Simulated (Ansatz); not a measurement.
PtS2:

```xyz
3
Lattice="3.5432 0.0000 0.0000 -1.7716 3.0685 0.0000 0.0000 0.0000 5.0388" Properties=species:S:1:pos:R:3 pbc="T T T"
Pt    0.0000    0.0000    0.0000
S     1.7716    1.0228    3.8950
S     0.0000    2.0457    1.1438
```

Base run:

```yaml
Program: Ansatz 0.2.0
Functional: r2SCAN0 form with a typed share of exact exchange
Potentials_or_basis: Ansatz PAW
Cutoff: "500 eV (not typed: the program's choice for these potentials)"
k_mesh: 5 × 5 × 3
Occupations: fermi-dirac, width 0.05 eV
Spin: no spin polarisation
```

Its results: band gap on the k mesh 1.48 eV, indirect (least direct gap 1.60 eV); pressure 9.3 GPa; largest force 1.236 eV/Å.

**Question.** The run is repeated on the same cell with these changes: share of exact exchange from 0 to 0.1. What comes out?

**Answer.** Band gap on the k mesh 1.95 eV, indirect (least direct gap 2.13 eV); pressure 7.8 GPa; largest force 1.097 eV/Å.

Caveats: odd divisions of the mesh miss points on the zone boundary, where band edges often lie, so the gap on the mesh can be too wide; spin-orbit coupling is left out, which moves the levels of the heavy elements; the PAW data sets come from PBE, with cores solved anew for the run's functional, which leaves a small shift of forces and pressure; forces of over 1 eV/Å show positions far from the minimum, so gaps and moduli don't describe the material at rest; the thresholds are loose for stress (some runs).

A k mesh can miss the band edges.
